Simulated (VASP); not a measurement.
# Ti₃Al: heating or cooling by molecular dynamics

Ti₃Al, P6_3/mmc (no. 194), 8 atoms in the cell. PBEsol, molecular dynamics; PAW potentials Ti, Al (PBE set).

Ensemble: ramp; Target temperature (K): 2000; Final target temperature (K): 10; Thermostat: velocity scaling every step.

## Input

INCAR:
```
GGA = PS
PREC = Normal
ENCUT = 240
EDIFF = 1E-5
NELMIN = 4
NELM = 60
ALGO = Fast
LREAL = Auto
LASPH = T
ISMEAR = -1
SIGMA = 0.069
ISYM = 0
LWAVE = F
LCHARG = F
IBRION = 0
NSW = 269
POTIM = 2.0
TEBEG = 2000
TEEND = 10
ISIF = 2
RANDOM_SEED = 361209 0 0
MDALGO = 0
SMASS = -1
NBLOCK = 1
KPAR = 4
```

KPOINTS:
```
k-points
0
Gamma
  3 3 3
```

POSCAR:
```
Ti3Al
1.0
    5.7640000000      0.0000000000      0.0000000000
   -2.8820000000      4.9917704274      0.0000000000
    0.0000000000      0.0000000000      4.6640000000
Ti Al
6 2
Direct
    0.1667000000      0.3334000000      0.7500000000
    0.3334000000      0.1667000000      0.2500000000
    0.1667000000      0.8333000000      0.7500000000
    0.8333000000      0.6666000000      0.2500000000
    0.6666000000      0.8333000000      0.7500000000
    0.8333000000      0.1667000000      0.2500000000
    0.6666666667      0.3333333333      0.7500000000
    0.3333333333      0.6666666667      0.2500000000
```

Commands:
```
cat potpaw_PBE.64/Ti/POTCAR potpaw_PBE.64/Al/POTCAR > POTCAR
mpirun -np 4 vasp_std > vasp.out
```

## Result

- Mean temperature (K): 1001
- Rise of the mean potential energy above the start (meV/atom): 132.7
- Mean pressure (GPa): -2.10
- Electronic steps per ionic step after the first: 4.0

Course of the run:

| Time (fs) | Temperature (K) | Potential energy less the first (meV/atom) |
|---|---|---|
| 2 | 1993 | 0.0 |
| 42 | 1845 | 393.5 |
| 84 | 1689 | 388.4 |
| 124 | 1541 | 190.0 |
| 168 | 1379 | 63.2 |
| 210 | 1223 | 207.6 |
| 250 | 1075 | 189.5 |
| 290 | 927 | 64.5 |
| 330 | 779 | 83.7 |
| 372 | 624 | 82.7 |
| 416 | 461 | 68.0 |
| 456 | 313 | 29.6 |
| 498 | 158 | 10.8 |
| 538 | 10 | 3.0 |

REPORT:
```
RANDOM_SEED =            361209                0                0

           RANDOM_SEED =            361209                0                0

           RANDOM_SEED =            361209                0                0

           RANDOM_SEED =            361209                0                0

           RANDOM_SEED =            361209                0                0

           RANDOM_SEED =            361209                0                0

           RANDOM_SEED =            361209                0                0

           RANDOM_SEED =            361209                0                0

           RANDOM_SEED =            361209                0                0

           RANDOM_SEED =            361209                0                0

           RANDOM_SEED =            361209                0                0

           RANDOM_SEED =            361209                0                0

           RANDOM_SEED =            361209                0                0

           RANDOM_SEED =            361209                0                0

           RANDOM_SEED =            361209                0                0

[... 101 lines left out ...]

           RANDOM_SEED =            361209                0                0

           RANDOM_SEED =            361209                0                0

           RANDOM_SEED =            361209                0                0

           RANDOM_SEED =            361209                0                0

           RANDOM_SEED =            361209                0                0

           RANDOM_SEED =            361209                0                0

           RANDOM_SEED =            361209                0                0

           RANDOM_SEED =            361209                0                0

           RANDOM_SEED =            361209                0                0

           RANDOM_SEED =            361209                0                0

           RANDOM_SEED =            361209                0
```

OSZICAR:
```
N       E                     dE             d eps       ncg     rms          rms(c)
DAV:   1     0.572861343210E+02    0.57286E+02   -0.60153E+03   560   0.692E+02
DAV:   2    -0.547277394275E+02   -0.11201E+03   -0.10861E+03   560   0.199E+02
DAV:   3    -0.682147825787E+02   -0.13487E+02   -0.12841E+02   840   0.591E+01
DAV:   4    -0.687525732992E+02   -0.53779E+00   -0.52134E+00   784   0.125E+01
DAV:   5    -0.687633916282E+02   -0.10818E-01   -0.10761E-01   760   0.153E+00    0.289E+01
RMM:   6    -0.599785754301E+02    0.87848E+01   -0.28106E+01   560   0.421E+01    0.586E+00
RMM:   7    -0.602648539718E+02   -0.28628E+00   -0.11631E+01   561   0.139E+01    0.211E+00
RMM:   8    -0.600936696757E+02    0.17118E+00   -0.14335E+00   562   0.948E+00    0.252E+00
RMM:   9    -0.601012888197E+02   -0.76191E-02   -0.79208E-01   589   0.578E+00    0.232E+00
RMM:  10    -0.600650883216E+02    0.36200E-01   -0.24061E-01   582   0.365E+00    0.989E-01
RMM:  11    -0.600528755663E+02    0.12213E-01   -0.13748E-01   570   0.234E+00    0.455E-01
RMM:  12    -0.600574652575E+02   -0.45897E-02   -0.48019E-02   636   0.870E-01    0.285E-01
[... left out ...]
    261 T=    69. E= -.59951579E+02 F= -.60014177E+02 E0= -.59970591E+02  EK= 0.62598E-01 SP= 0.00E+00 SK= 0.00E+00
    268 T=    17. E= -.60016037E+02 F= -.60031779E+02 E0= -.59988319E+02  EK= 0.15742E-01 SP= 0.00E+00 SK= 0.00E+00
[... last step whole ...]
       N       E                     dE             d eps       ncg     rms          rms(c)
DAV:   1    -0.600340532948E+02   -0.22745E-02   -0.20483E-04   548   0.109E-01    0.230E-03
RMM:   2    -0.600340539432E+02   -0.64843E-06   -0.85698E-06   294   0.217E-02    0.264E-03
RMM:   3    -0.600340539309E+02    0.12261E-07   -0.17712E-06   267   0.105E-02    0.962E-04
RMM:   4    -0.600340539451E+02   -0.14135E-07   -0.26001E-07   101   0.428E-03
    269 T=    10. E= -.60025006E+02 F= -.60034054E+02 E0= -.59990676E+02  EK= 0.90483E-02 SP= 0.00E+00 SK= 0.00E+00
```

Limits: 538 fs of 8 atoms are too short for converged averages; the cell is only 4.7 Å across, so each atom moves in step with near copies of itself.

VASP 6.6.1 took 569 s on 4 cores (Intel Xeon Platinum 8259CL @ 2.50GHz (Skylake/Cascade Lake)), a shared host.
